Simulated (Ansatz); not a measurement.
PbSe, space group Cmcm, a comparison of functionals at one structure

Computed with Ansatz's Python interface.

At the Python prompt:
```pycon
>>> import ansatz as az
>>> from tabulate import tabulate
>>> lattice = az.Lattice.of(
...     (2.154877, -6.133947, 0.0),
...     (2.154877, 6.133947, 0.0),
...     (0.0, 0.0, 4.450494),
... )
>>> sites = [
...     ("Pb", (0.631761, 0.368239, 0.75)),
...     ("Pb", (0.368239, 0.631761, 0.25)),
...     ("Se", (0.86129, 0.13871, 0.75)),
...     ("Se", (0.13871, 0.86129, 0.25)),
... ]
>>> cell = az.Crystal(lattice=lattice)
>>> for symbol, position in sites:
...     cell = cell.atom(symbol, position)
...
>>> cell.resolved().tree()["lattice"]
((2.154877, -6.133947, 0.0), (2.154877, 6.133947, 0.0), (0.0, 0.0, 4.450494))
>>> calc = (
...     cell.calculation()
...     .pseudopotentials("paw")
...     .basis(510)
...     .kpoints(6)
...     .occupations("fermi_dirac")
...     .stress()
... )
>>> rows = []
>>> for value in ["blyp", "pbesol", "lda"]:
...     summary = calc.functional(value).run().report
...     rows.append((value, summary["free_energy_ev"] / len(summary["lattice"]["sites"]), summary["n_iterations"], sum(summary["stress_gpa"][i][i] for i in range(3)) / 3, summary["n_kpoints"]))
...
>>> print(tabulate(rows, headers=["functional", "F/atom (eV)", "iterations", "P (GPa)", "k-points"], floatfmt=".4f", tablefmt="simple"))
functional      F/atom (eV)    iterations    P (GPa)    k-points
------------  -------------  ------------  ---------  ----------
blyp             -8707.9432             7     4.3401          52
pbesol           -8590.0548             7    -1.7496          52
lda              -8493.2582             7    -3.2684          52
```

From lowest to highest: LDA (-3.3 GPa), PBEsol (-1.7 GPa) and BLYP (4.3 GPa). At a fixed cell a lower pressure usually means a smaller equilibrium volume, so LDA prefers the smallest cell and BLYP the largest.

Reading the output:
- Pressure is positive in compression.
- Spin-orbit coupling, which matters for elements this heavy, is left out.
- The structure comes from a database of computed cells and needn't be a stable or known phase.
- Total energies of different functionals can't be compared; pressures, moments and gaps at this one structure can.
- Wall time of the script: 31 s on 1 thread of Intel(R) Xeon(R) Processor @ 2.30GHz, on a shared host, peak memory 0.71 GiB.
